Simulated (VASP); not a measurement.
The system is GaN.

```xyz
2
Lattice="0.0000 2.2535 2.2535 2.2535 0.0000 2.2535 2.2535 2.2535 0.0000" Properties=species:S:1:pos:R:3 pbc="T T T"
Ga    0.0000    0.0000    0.0000
N     1.1268    1.1268    1.1268
```

The cell is a database's computed one.

| Item | Value |
| --- | --- |
| Program | VASP 6.6.1 |
| Task | relaxation of cell and atoms |
| Functional | PBEsol |
| Potentials or basis | VASP PAW PBE potentials, release 64 (Ga, N) |
| Cutoff | 580 eV |
| k mesh | 10 × 10 × 10 |
| Occupations | gaussian, width 0.02 eV |
| Spin | no spin polarisation |

At the start: pressure 5.5 GPa; volume 11.44 Å³/atom.

**Question.** How do energy, volume and symmetry change on relaxing?

**Answer.** Over 3 steps the energy falls by 5.0 meV/atom and the volume is 11.75 Å³/atom (+2.6 %); space group F-43m (No. 216, to 0.05 Å).

The path:
```csv
step,energy change (eV),largest force (eV/Å),pressure (GPa),volume (Å³)
1,0.0000,0.0000,5.46,22.89
2,0.0028,0.0000,-5.55,24.20
3,-0.0100,0.0000,-0.02,23.49
```

Final structure:
```yaml
crystal:
  lattice:
    - [0.00000, 2.27317, 2.27317]
    - [2.27317, 0.00000, 2.27317]
    - [2.27317, 2.27317, 0.00000]
  atoms:
    - { symbol: Ga, position: [0.00000, 0.00000, 0.00000] }
    - { symbol: N, position: [0.25000, 0.25000, 0.25000] }
```

Caveat: the PAW data sets were made with another functional, which shifts forces and pressure a little.
